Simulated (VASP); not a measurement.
Crystal: AlAs.

```
Al As
1.0
     0.00000    2.83856    2.83856
     2.83856    0.00000    2.83856
     2.83856    2.83856    0.00000
Al As
1 1
Direct
  0.00000 0.00000 0.00000
  0.25000 0.25000 0.25000
```

The cell is a database's computed one.

Base run:

* Program: VASP 6.6.1
* Functional: r2SCAN
* Potentials or basis: VASP PAW PBE potentials, release 64 (Al, As)
* Cutoff: 450 eV
* k mesh: 10 × 10 × 10
* Occupations: gaussian, width 0.02 eV
* Spin: no spin polarisation

Its results: band gap on the k mesh 1.80 eV, indirect (least direct gap 2.63 eV); pressure 0.0 GPa.

Q: The run is repeated on the same cell with these changes: functional from r2SCAN to HSE06; k mesh from 10 × 10 × 10 to 8 × 8 × 8. What comes out?

A: Band gap on the k mesh 2.12 eV, indirect (least direct gap 2.87 eV); pressure 0.0 GPa.

Several settings changed at once, so the effect can't be laid on one alone.

Caveats: the PAW data sets were made with another functional, which shifts forces and pressure a little.
